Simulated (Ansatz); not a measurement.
Runs of Ansatz 0.2.0 on MnSb. It takes space group P6_3/mmc (No. 194, hexagonal). Conventional cell: a = 4.150 Å, b = 4.150 Å, c = 5.780 Å, α = 90.00°, β = 90.00°, γ = 120.00°. Around Sb (site symmetry -6m2) lie 6 Mn at 2.80 Å. Mn (site symmetry -3m) is surrounded by 6 Sb at 2.80 Å and 2 Mn at 2.89 Å. 

```tsv
task	level	potentials or basis	spin	U	cell	cutoff (eV)	points for each segment of the path	hubbard projectors	double counting	gap on the mesh (eV)	pressure (GPa)	moment (μB)
band structure	PBE	JTH PAW	collinear, ferromagnetic start	-	as given	1950	14	-	-	none	-3.1	6.72
band structure	LDA+U	Ansatz PAW	collinear, ferromagnetic start	Mn d U = 4.5 eV	as given	420	14	ortho-atomic (the default)	fll (the default)	none	(a)	8.17
density of states	PBE	Ansatz PAW	collinear, ferromagnetic start	-	as given	420	-	-	-	none	-3.2	6.71
relaxation of cell and atoms	r2SCAN+rVV10	Ansatz PAW	collinear, ferromagnetic start	-	relaxed	500	-	-	-	-	0.0	7.44
band structure	LDA	Ansatz PAW	collinear, ferromagnetic start	-	as given	420	14	-	-	none	(b)	6.52
single point	PBE	Ansatz PAW	collinear, ferromagnetic start	-	as given	600	-	-	-	none	-3.2	6.71
```

Alike in all rows: k mesh 7 × 7 × 5; smearing fermi-dirac 0.05 eV.

Q: Estimate the missing entries.

A: (a) 2.5; (b) -10.6.

Caveats: only a ferromagnetic start was run, and an antiferromagnetic order may lie lower in energy; spin-orbit coupling is left out, which moves the levels of the heavy elements (some runs); the PAW data sets come from PBE, with cores solved anew for the run's functional, which leaves a small shift of forces and pressure (some runs); the magnetic or orbital state may not be the lowest (some runs); the U is typed as a test and isn't derived for this compound (some runs); the plane-wave basis is chosen anew once the cell has moved, so the energies of steps on either side of that aren't comparable (some runs).

A k mesh can miss the band edges, and the runs leave out spin-orbit coupling on Sb.

A gap of «none» marks a metal or a gap under the smearing width.
